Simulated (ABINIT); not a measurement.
KF (Carobbiite):

```xyz
2
Lattice="0.0000 2.6719 2.6719 2.6719 0.0000 2.6719 2.6719 2.6719 0.0000" Properties=species:S:1:pos:R:3 pbc="T T T"
K     0.0000    0.0000    0.0000
F     2.6719    2.6719    2.6719
```

Base run:

```yaml
Program: ABINIT 10.8.3 (patched build)
Functional: PBE
Potentials_or_basis: JTH PAW PBE v2.0
Cutoff: 626 eV
k_mesh: 9 × 9 × 9
Occupations: fermi-dirac, width 0.05 eV
Spin: no spin polarisation
```

Its results: band gap on the k mesh 6.17 eV, direct; pressure 1.5 GPa.

Problem. The run is repeated on the same cell with these changes: functional from PBE to LDA; potentials or basis from JTH PAW PBE v2.0 to JTH PAW LDA v2.0. What comes out?

Solution. Band gap on the k mesh 5.79 eV, direct; pressure -3.4 GPa.

Not every run made on this cell is shown here.
